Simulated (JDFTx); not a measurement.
Se under changes of volume

One of the cells (27.261 Å³/atom); the others are scaled copies at fixed shape and fractional positions:

```
Se
1.0
     4.36620    0.00000    0.00000
    -2.18310    3.78124    0.00000
     0.00000    0.00000    4.95360
Se
3
Direct
  0.77460 0.77460 0.00000
  0.00000 0.22540 0.66667
  0.22540 0.00000 0.33333
```

| Property | Result |
| --- | --- |
| Program | JDFTx 1.7.0 (patched build) |
| Functional | PBEsol |
| Potentials or basis | PseudoDojo-SR-PBEsol-0.4.1-standard with smoothed tails |
| Cutoff | 1170 eV |
| Density cutoff | 9361 eV |
| k mesh | 7 × 7 × 6 |
| Occupations | fermi-dirac, width 0.05 eV |
| Spin | no spin polarisation |

```csv
volume (Å³/atom),energy over the lowest point (meV/atom),pressure (GPa),gap on the mesh (eV),largest force (eV/Å)
25.625,21.59,4.2,1.07,1.005
26.170,?,?,?,?
26.716,2.70,1.4,1.11,0.524
27.261,0.00,0.2,1.13,0.307
27.806,1.18,-0.9,1.15,0.106
28.351,5.86,-1.9,1.13,0.082
28.896,13.65,-2.7,1.11,0.256
```

Question: What does the run at 26.170 Å³/atom give?

Answer: Energy over the lowest point 9.74 meV/atom; pressure 2.7 GPa; gap on the mesh 1.09 eV; largest force 0.755 eV/Å.

Worked out: A Birch-Murnaghan fit of order 3 (a polynomial in V^(-2/3)) to the other rows has its minimum at 27.36 Å³/atom with B0 = V·E''(V) = 56 GPa and B' = 4.4 at fixed shape and positions, which overstates the stiffness. It gives 9.74 meV/atom at 26.170 Å³/atom, against the run's 9.74, and -dE/dV = 2.7 GPa, against 2.7. A parabola through the other rows of the gap, of slope 1.31 eV per unit of ln V there, gives 1.10 eV, against the run's 1.09.

Energies are extrapolated to zero smearing.

Caveats: an odd mesh through Γ misses points on the zone boundary, where band edges often lie; forces of over 1 eV/Å show positions far from the minimum, so gaps and moduli don't describe the material at rest (some runs). Spin-orbit coupling on Se is left out.
